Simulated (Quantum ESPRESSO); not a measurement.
# Ge (I4_1/amd) in Quantum ESPRESSO: further runs

One crystal, Ge, is run at these levels: PBEsol, LDA; tasks: band structure, single point, equation of state.

All numbers are computed with Quantum ESPRESSO 7.5; they aren't measurements. Logs are shortened: lines on timing, memory, paths and dates and some standing lists are left out, and cuts for length are marked.

## (1) The crystal as given

Symmetry: I4_1/amd, No. 141, tetragonal system. The conventional cell has a = 5.149 Å, b = 5.149 Å, c = 2.795 Å, α = 90.00°, β = 90.00°, γ = 90.00°. Around Ge (site symmetry -4m2) lie 6 Ge at 2.67 to 2.79 Å.

This isn't the form of Ge at room conditions, which is diamond.

## (2) Band structure, PBEsol

pw.in

```
&CONTROL
  calculation = 'scf'
  prefix = 'pwscf'
  outdir = './tmp'
  pseudo_dir = './pseudo'
  tprnfor = .true.
  tstress = .true.
  disk_io = 'low'
/
&SYSTEM
  ibrav = 0
  celldm(1) = 8
  nat = 2
  ntyp = 1
  ecutwfc = 45
  ecutrho = 360
  nbnd = 21
  occupations = 'smearing'
  smearing = 'fd'
  degauss = 0.00367493
/
&ELECTRONS
  conv_thr = 4d-10
  electron_maxstep = 120
  mixing_beta = 0.5
/
ATOMIC_SPECIES
Ge    72.6300 ge_pbesol_v1.4.uspp.F.UPF
CELL_PARAMETERS alat
 -0.6081350599468   0.6081350599468   0.3300908973422
  0.6081350599468  -0.6081350599468   0.3300908973422
  0.6081350599468   0.6081350599468  -0.3300908973422
ATOMIC_POSITIONS crystal
Ge     0.5000000000    0.5000000000    0.0000000000
Ge     0.2500000000    0.7500000000    0.5000000000
K_POINTS automatic
11 11 11 0 0 0
```

bands.in

```
&CONTROL
  calculation = 'bands'
  prefix = 'pwscf'
  outdir = './tmp'
  pseudo_dir = './pseudo'
  disk_io = 'low'
  verbosity = 'high'
/
&SYSTEM
  ibrav = 0
  celldm(1) = 8
  nat = 2
  ntyp = 1
  ecutwfc = 45
  ecutrho = 360
  nbnd = 21
  occupations = 'smearing'
  smearing = 'fd'
  degauss = 0.00367493
/
&ELECTRONS
  conv_thr = 1d-08
  electron_maxstep = 120
  mixing_beta = 0.5
  diago_full_acc = .true.
  startingwfc = 'random'
/
ATOMIC_SPECIES
Ge    72.6300 ge_pbesol_v1.4.uspp.F.UPF
CELL_PARAMETERS alat
 -0.6081350599468   0.6081350599468   0.3300908973422
  0.6081350599468  -0.6081350599468   0.3300908973422
  0.6081350599468   0.6081350599468  -0.3300908973422
ATOMIC_POSITIONS crystal
Ge     0.5000000000    0.5000000000    0.0000000000
Ge     0.2500000000    0.7500000000    0.5000000000
K_POINTS crystal
60
 0.0000000000  0.0000000000  0.0000000000 1
 0.0000000000  0.0000000000  0.1000000000 1
 0.0000000000  0.0000000000  0.2000000000 1
 0.0000000000  0.0000000000  0.3000000000 1
 0.0000000000  0.0000000000  0.4000000000 1
 0.0000000000  0.0000000000  0.5000000000 1
-0.1000000000  0.1000000000  0.5000000000 1
-0.2000000000  0.2000000000  0.5000000000 1
-0.3000000000  0.3000000000  0.5000000000 1
-0.4000000000  0.4000000000  0.5000000000 1
-0.5000000000  0.5000000000  0.5000000000 1
-0.4375000000  0.4375000000  0.4375000000 1
-0.3750000000  0.3750000000  0.3750000000 1
-0.3125000000  0.3125000000  0.3125000000 1
-0.2500000000  0.2500000000  0.2500000000 1
-0.1875000000  0.1875000000  0.1875000000 1
-0.1250000000  0.1250000000  0.1250000000 1
-0.0625000000  0.0625000000  0.0625000000 1
 0.0000000000  0.0000000000  0.0000000000 1
 0.0323655812  0.0323655812 -0.0323655812 1
 0.0647311624  0.0647311624 -0.0647311624 1
 0.0970967436  0.0970967436 -0.0970967436 1
 0.1294623248  0.1294623248 -0.1294623248 1
 0.1618279060  0.1618279060 -0.1618279060 1
 0.1941934872  0.1941934872 -0.1941934872 1
 0.2265590684  0.2265590684 -0.2265590684 1
 0.2589246496  0.2589246496 -0.2589246496 1
 0.2912902308  0.2912902308 -0.2912902308 1
 0.3236558120  0.3236558120 -0.3236558120 1
 0.3113798433  0.3113798433 -0.2280465100 1
 0.2991038746  0.2991038746 -0.1324372080 1
 0.2868279060  0.2868279060 -0.0368279060 1
 0.2745519373  0.2745519373  0.0587813960 1
 0.2622759687  0.2622759687  0.1543906980 1
 0.2500000000  0.2500000000  0.2500000000 1
 0.1875000000  0.3125000000  0.1875000000 1
 0.1250000000  0.3750000000  0.1250000000 1
 0.0625000000  0.4375000000  0.0625000000 1
 0.0000000000  0.5000000000  0.0000000000 1
-0.0647311624  0.5352688376  0.0647311624 1
-0.1294623248  0.5705376752  0.1294623248 1
-0.1941934872  0.6058065128  0.1941934872 1
-0.2589246496  0.6410753504  0.2589246496 1
-0.3236558120  0.6763441880  0.3236558120 1
-0.3530465100  0.6469534900  0.3530465100 1
-0.3824372080  0.6175627920  0.3824372080 1
-0.4118279060  0.5881720940  0.4118279060 1
-0.4412186040  0.5587813960  0.4412186040 1
-0.4706093020  0.5293906980  0.4706093020 1
-0.5000000000  0.5000000000  0.5000000000 1
 0.0000000000  0.0000000000  0.5000000000 1
 0.0277777778  0.0277777778  0.4722222222 1
 0.0555555556  0.0555555556  0.4444444444 1
 0.0833333333  0.0833333333  0.4166666667 1
 0.1111111111  0.1111111111  0.3888888889 1
 0.1388888889  0.1388888889  0.3611111111 1
 0.1666666667  0.1666666667  0.3333333333 1
 0.1944444444  0.1944444444  0.3055555556 1
 0.2222222222  0.2222222222  0.2777777778 1
 0.2500000000  0.2500000000  0.2500000000 1
```

Potentials or basis: GBRV 1.5 PBEsol.

On the command line:

```
> OMP_NUM_THREADS=1 mpirun -n 2 pw.x -nk 2 -in pw.in > pw.out
> OMP_NUM_THREADS=1 mpirun -n 2 pw.x -nk 2 -in bands.in > bands.out
```

pw.out:

```text
This program is part of the open-source Quantum ESPRESSO suite
     for quantum simulation of materials; please cite
[... 6 lines left out ...]
     using ibrav=0 with symmetry is DISCOURAGED, use correct ibrav instead

     K-points division:     npool     =       2
     Subspace diagonalization in iterative solution of the eigenvalue problem:
     a serial algorithm will be used

     G-vector sticks info
     --------------------
     sticks:   dense  smooth     PW     G-vecs:    dense   smooth      PW
     Sum        1035     523    175                28863    10251    1983

     Using Slab Decomposition

     bravais-lattice index     =            0
     lattice parameter (alat)  =       8.0000  a.u.
     unit-cell volume          =     250.0136 (a.u.)^3
     number of atoms/cell      =            2
     number of atomic types    =            1
     number of electrons       =        28.00
     number of Kohn-Sham states=           21
     kinetic-energy cutoff     =      45.0000  Ry
     charge density cutoff     =     360.0000  Ry
     scf convergence threshold =      4.0E-10
     mixing beta               =       0.5000
     number of iterations used =            8  plain     mixing
     Exchange-correlation= SLA  PW   PSX  PSC
                           (   1   4  10   8   0   0   0)

     celldm(1)=   8.000000  celldm(2)=   0.000000  celldm(3)=   0.000000
     celldm(4)=   0.000000  celldm(5)=   0.000000  celldm(6)=   0.000000

     crystal axes: (cart. coord. in units of alat)
               a(1) = (  -0.608135   0.608135   0.330091 )
               a(2) = (   0.608135  -0.608135   0.330091 )
               a(3) = (   0.608135   0.608135  -0.330091 )

     reciprocal axes: (cart. coord. in units 2 pi/alat)
               b(1) = (  0.000000  0.822186  1.514734 )
               b(2) = (  0.822186  0.000000  1.514734 )
               b(3) = (  0.822186  0.822186  0.000000 )

     PseudoPot. # 1 for Ge read from file:
     ge_pbesol_v1.4.uspp.F.UPF
     Pseudo is Ultrasoft + core correction, Zval = 14.0
     Generated by new atomic code, or converted to UPF format
     Using radial grid of  873 points,  6 beta functions with:
                l(1) =   0
                l(2) =   0
                l(3) =   1
                l(4) =   1
                l(5) =   2
                l(6) =   2
     Q(r) pseudized with  8 coefficients,  rinner =    1.400   1.400   1.400
                                                       1.400   1.400

     atomic species   valence    mass     pseudopotential
     Ge               14.00    72.63000     Ge( 1.00)

     16 Sym. Ops., with inversion, found ( 8 have fractional translation)

   Cartesian axes

     site n.     atom                  positions (alat units)
         1        Ge     tau(   1) = (   0.0000000   0.0000000   0.3300909  )
         2        Ge     tau(   2) = (   0.6081351  -0.0000000   0.1650454  )

     number of k points=   126  Fermi-Dirac smearing, width (Ry)=  0.0037

     Number of k-points >= 100: set verbosity='high' to print them.

     Dense  grid:    28863 G-vectors     FFT dimensions: (  48,  48,  48)

     Smooth grid:    10251 G-vectors     FFT dimensions: (  32,  32,  32)

     Initial potential from superposition of free atoms

     starting charge      27.9984, renormalised to      28.0000
     Starting wfcs are   18 randomized atomic wfcs +    3 random wfcs

     Self-consistent Calculation

     iteration #  1     ecut=    45.00 Ry     beta= 0.50
     Davidson diagonalization with overlap
     ethr =  1.00E-02,  avg # of iterations =  3.9

     Threshold (ethr) on eigenvalues was too large:
     Diagonalizing with lowered threshold

     Davidson diagonalization with overlap
     ethr =  2.84E-05,  avg # of iterations =  4.5

     total energy              =    -426.35662788 Ry
     estimated scf accuracy    <       0.00817800 Ry

     iteration #  2     ecut=    45.00 Ry     beta= 0.50
     Davidson diagonalization with overlap
     ethr =  2.92E-05,  avg # of iterations =  1.0

     total energy              =    -426.35707674 Ry
     estimated scf accuracy    <       0.00130794 Ry

     iteration #  3     ecut=    45.00 Ry     beta= 0.50
     Davidson diagonalization with overlap
     ethr =  4.67E-06,  avg # of iterations =  1.1

     total energy              =    -426.35709801 Ry
     estimated scf accuracy    <       0.00010495 Ry

     iteration #  4     ecut=    45.00 Ry     beta= 0.50
     Davidson diagonalization with overlap
     ethr =  3.75E-07,  avg # of iterations =  1.1

     total energy              =    -426.35710079 Ry
     estimated scf accuracy    <       0.00000059 Ry

     iteration #  5     ecut=    45.00 Ry     beta= 0.50
     Davidson diagonalization with overlap
     ethr =  2.12E-09,  avg # of iterations =  3.5

     total energy              =    -426.35710108 Ry
     estimated scf accuracy    <       0.00000012 Ry

     iteration #  6     ecut=    45.00 Ry     beta= 0.50
     Davidson diagonalization with overlap
     ethr =  4.37E-10,  avg # of iterations =  2.0

     total energy              =    -426.35710112 Ry
     estimated scf accuracy    <          9.2E-09 Ry

     iteration #  7     ecut=    45.00 Ry     beta= 0.50
     Davidson diagonalization with overlap
     ethr =  3.30E-11,  avg # of iterations =  2.0

     total energy              =    -426.35710112 Ry
     estimated scf accuracy    <          4.2E-10 Ry

     iteration #  8     ecut=    45.00 Ry     beta= 0.50
     Davidson diagonalization with overlap
     ethr =  1.49E-12,  avg # of iterations =  1.3

     End of self-consistent calculation

     Number of k-points >= 100: set verbosity='high' to print the bands.

     the Fermi energy is    10.9278 ev

!    total energy              =    -426.35710112 Ry
     estimated scf accuracy    <          2.0E-11 Ry
     smearing contrib. (-TS)   =      -0.00059050 Ry
     internal energy E=F+TS    =    -426.35651062 Ry

     The total energy is F=E-TS. E is the sum of the following terms:
     one-electron contribution =    -230.96551853 Ry
     hartree contribution      =     143.95829244 Ry
     xc contribution           =    -115.26641543 Ry
     ewald contribution        =    -224.08286910 Ry

     convergence has been achieved in   8 iterations

     Forces acting on atoms (cartesian axes, Ry/au):

     atom    1 type  1   force =    -0.00000000   -0.00000000   -0.00000000
     atom    2 type  1   force =     0.00000000    0.00000000    0.00000000

     Total force =     0.000000     Total SCF correction =     0.000000

     Computing stress (Cartesian axis) and pressure

          total   stress  (Ry/bohr**3)                   (kbar)     P=       -8.35
  -0.00005080   0.00000000   0.00000000           -7.47        0.00        0.00
   0.00000000  -0.00005080  -0.00000000            0.00       -7.47       -0.00
   0.00000000   0.00000000  -0.00006877            0.00        0.00      -10.12

=------------------------------------------------------------------------------=
   JOB DONE.
=------------------------------------------------------------------------------=
```

It took 46 s on 2 MPI ranks of Intel Xeon at 2.70GHz, shared host; peak memory 0.26 GiB.

Results:

```
Free energy            : -5800.8839 eV
Pressure               : -0.8 GPa
Band gap on the k mesh : none (metal or under the smearing width)
```

Levels at the corners of the path, in eV from the Fermi level:
```
point  band 10  band 11  band 12  band 13  band 14  band 15  band 16  band 17  band 18  band 19
    Γ   -24.42   -13.33    -4.09    -2.36    -2.36     3.21     7.57     7.57     8.12     8.33
    X   -24.50   -10.59   -10.59     0.59     0.59     1.88     1.88     7.51     7.51    11.35
    M   -24.54    -8.90    -8.90    -5.95    -5.95     6.13     6.13    10.99    10.99    15.34
    Γ   -24.42   -13.33    -4.09    -2.36    -2.36     3.21     7.57     7.57     8.12     8.33
    Z   -24.48    -7.44    -6.48    -3.84    -3.63    -3.63     3.78     6.60     6.60    10.80
    P   -24.49    -6.89    -6.89    -4.36    -4.36     4.22     4.22     4.87     4.87     8.07
    N   -24.46    -8.06    -6.41    -2.66    -2.03    -1.37     2.44     3.54     5.48     8.76
   Z1   -24.48    -7.44    -6.48    -3.84    -3.63    -3.63     3.78     6.60     6.60    10.80
    M   -24.54    -8.90    -8.90    -5.95    -5.95     6.13     6.13    10.99    10.99    15.34
    X   -24.50   -10.59   -10.59     0.59     0.59     1.88     1.88     7.51     7.51    11.35
    P   -24.49    -6.89    -6.89    -4.36    -4.36     4.22     4.22     4.87     4.87     8.07
```

## (3) Single point, LDA, 17.41 Å³/atom

pw.in

```
&CONTROL
  calculation = 'scf'
  prefix = 'pwscf'
  outdir = './tmp'
  pseudo_dir = './pseudo'
  tstress = .true.
  disk_io = 'nowf'
/
&SYSTEM
  ibrav = 0
  nat = 2
  ntyp = 1
  ecutwfc = 45
  ecutrho = 360
  nbnd = 21
  occupations = 'smearing'
  smearing = 'fd'
  degauss = 0.00367493
/
&ELECTRONS
  conv_thr = 4d-10
  electron_maxstep = 120
  mixing_beta = 0.5
/
ATOMIC_SPECIES
Ge    72.6300 ge_lda_v1.4.uspp.F.UPF
CELL_PARAMETERS angstrom
  -2.5219343658    2.5219343658    1.3688860134
   2.5219343658   -2.5219343658    1.3688860134
   2.5219343658    2.5219343658   -1.3688860134
ATOMIC_POSITIONS crystal
Ge     0.5000000000    0.5000000000    0.0000000000
Ge     0.2500000000    0.7500000000    0.5000000000
K_POINTS automatic
11 11 11 0 0 0
```

Potentials or basis: GBRV 1.5 LDA.

On the command line:

```
> OMP_NUM_THREADS=1 mpirun -n 2 pw.x -nk 2 -in pw.in > pw.out
```

pw.out:

```text
This program is part of the open-source Quantum ESPRESSO suite
     for quantum simulation of materials; please cite
[... 6 lines left out ...]
     using ibrav=0 with symmetry is DISCOURAGED, use correct ibrav instead

     K-points division:     npool     =       2
     Subspace diagonalization in iterative solution of the eigenvalue problem:
     a serial algorithm will be used

     G-vector sticks info
     --------------------
     sticks:   dense  smooth     PW     G-vecs:    dense   smooth      PW
     Sum         999     499    167                27063     9611    1891

     Using Slab Decomposition

     bravais-lattice index     =            0
     lattice parameter (alat)  =       7.2192  a.u.
     unit-cell volume          =     235.0128 (a.u.)^3
     number of atoms/cell      =            2
     number of atomic types    =            1
     number of electrons       =        28.00
     number of Kohn-Sham states=           21
     kinetic-energy cutoff     =      45.0000  Ry
     charge density cutoff     =     360.0000  Ry
     scf convergence threshold =      4.0E-10
     mixing beta               =       0.5000
     number of iterations used =            8  plain     mixing
     Exchange-correlation=  SLA  PZ   NOGX NOGC
                           (   1   1   0   0   0   0   0)

     celldm(1)=   7.219188  celldm(2)=   0.000000  celldm(3)=   0.000000
     celldm(4)=   0.000000  celldm(5)=   0.000000  celldm(6)=   0.000000

     crystal axes: (cart. coord. in units of alat)
               a(1) = (  -0.660153   0.660153   0.358326 )
               a(2) = (   0.660153  -0.660153   0.358326 )
               a(3) = (   0.660153   0.660153  -0.358326 )

[... 21 lines left out ...]

     16 Sym. Ops., with inversion, found ( 8 have fractional translation)

   Cartesian axes

     site n.     atom                  positions (alat units)
         1        Ge     tau(   1) = (   0.0000000   0.0000000   0.3583256  )
         2        Ge     tau(   2) = (   0.6601526   0.0000000   0.1791628  )

     number of k points=   126  Fermi-Dirac smearing, width (Ry)=  0.0037

     Number of k-points >= 100: set verbosity='high' to print them.

     Dense  grid:    27063 G-vectors     FFT dimensions: (  48,  48,  48)

     Smooth grid:     9611 G-vectors     FFT dimensions: (  32,  32,  32)

     Initial potential from superposition of free atoms

     starting charge      27.9986, renormalised to      28.0000
     Starting wfcs are   18 randomized atomic wfcs +    3 random wfcs

     Self-consistent Calculation

     iteration #  1     ecut=    45.00 Ry     beta= 0.50
     Davidson diagonalization with overlap
     ethr =  1.00E-02,  avg # of iterations =  4.0

     Threshold (ethr) on eigenvalues was too large:
     Diagonalizing with lowered threshold

     Davidson diagonalization with overlap
     ethr =  3.11E-05,  avg # of iterations =  4.2

     total energy              =    -426.14419737 Ry
     estimated scf accuracy    <       0.00890161 Ry
[... 36 lines left out ...]
     iteration #  7     ecut=    45.00 Ry     beta= 0.50
     Davidson diagonalization with overlap
     ethr =  3.83E-11,  avg # of iterations =  2.0

     End of self-consistent calculation

     Number of k-points >= 100: set verbosity='high' to print the bands.

     the Fermi energy is    11.7245 ev

!    total energy              =    -426.14458040 Ry
     estimated scf accuracy    <          3.5E-10 Ry
     smearing contrib. (-TS)   =      -0.00056932 Ry
     internal energy E=F+TS    =    -426.14401108 Ry

     The total energy is F=E-TS. E is the sum of the following terms:
     one-electron contribution =    -223.95098527 Ry
     hartree contribution      =     141.16832394 Ry
     xc contribution           =    -114.60874995 Ry
     ewald contribution        =    -228.75259980 Ry

     convergence has been achieved in   7 iterations

     Computing stress (Cartesian axis) and pressure

          total   stress  (Ry/bohr**3)                   (kbar)     P=       24.40
   0.00016860   0.00000000   0.00000000           24.80        0.00        0.00
   0.00000000   0.00016860  -0.00000000            0.00       24.80       -0.00
   0.00000000   0.00000000   0.00016042            0.00        0.00       23.60

=------------------------------------------------------------------------------=
   JOB DONE.
=------------------------------------------------------------------------------=
```

Run time: 25 s. Hardware: 2 MPI ranks of Intel Xeon at 2.70GHz, shared host; peak memory 0.24 GiB.

What came out:

```
Free energy            : -5797.9924 eV
Pressure               : 2.4 GPa
Band gap on the k mesh : none (metal or under the smearing width)
```

## (4) Single point, LDA, 17.78 Å³/atom

Changes to pw.in since step 3:

```diff
@@ -27,5 +27,5 @@
 CELL_PARAMETERS angstrom
-  -2.5219343658    2.5219343658    1.3688860134
-   2.5219343658   -2.5219343658    1.3688860134
-   2.5219343658    2.5219343658   -1.3688860134
+  -2.5396950521    2.5396950521    1.3785263734
+   2.5396950521   -2.5396950521    1.3785263734
+   2.5396950521    2.5396950521   -1.3785263734
 ATOMIC_POSITIONS crystal
```

On the command line:

```
> OMP_NUM_THREADS=1 mpirun -n 2 pw.x -nk 2 -in pw.in > pw.out
```

Run time: 27 s. Hardware: 2 MPI ranks of Intel Xeon at 2.70GHz, shared host; peak memory 0.26 GiB.

The run converged. Its results:

| Item | Value |
| --- | --- |
| Free energy | -5798.0001 eV |
| Pressure | 0.6 GPa |
| Band gap on the k mesh | none (metal or under the smearing width) |

## (5) Single point, LDA, 18.15 Å³/atom

Changes to pw.in since step 4:

```diff
@@ -27,5 +27,5 @@
 CELL_PARAMETERS angstrom
-  -2.5396950521    2.5396950521    1.3785263734
-   2.5396950521   -2.5396950521    1.3785263734
-   2.5396950521    2.5396950521   -1.3785263734
+  -2.5572107439    2.5572107439    1.3880337523
+   2.5572107439   -2.5572107439    1.3880337523
+   2.5572107439    2.5572107439   -1.3880337523
 ATOMIC_POSITIONS crystal
```

On the command line:

```
> OMP_NUM_THREADS=1 mpirun -n 2 pw.x -nk 2 -in pw.in > pw.out
```

Run time: 30 s. Hardware: 2 MPI ranks of Intel Xeon at 2.70GHz, shared host; peak memory 0.26 GiB.

Results (log left out):

```
Free energy            : -5797.9995 eV
Pressure               : -1.1 GPa
Band gap on the k mesh : none (metal or under the smearing width)
```

## (6) Single point, LDA, 18.52 Å³/atom

Changes to pw.in since step 5:

```diff
@@ -27,5 +27,5 @@
 CELL_PARAMETERS angstrom
-  -2.5572107439    2.5572107439    1.3880337523
-   2.5572107439   -2.5572107439    1.3880337523
-   2.5572107439    2.5572107439   -1.3880337523
+  -2.5744897190    2.5744897190    1.3974126432
+   2.5744897190   -2.5744897190    1.3974126432
+   2.5744897190    2.5744897190   -1.3974126432
 ATOMIC_POSITIONS crystal
```

Potentials or basis: GBRV 1.5 LDA.

On the command line:

```
> OMP_NUM_THREADS=1 mpirun -n 2 pw.x -nk 2 -in pw.in > pw.out
```

Wall time 28 s (2 MPI ranks of Intel Xeon at 2.70GHz, shared host); peak memory 0.26 GiB.

The run converged. Its results:

```yaml
Free_energy: -5797.9915 eV
Pressure: -2.7 GPa
Band_gap_on_the_k_mesh: none (metal or under the smearing width)
```

(Part 1 of 2 ends here.)
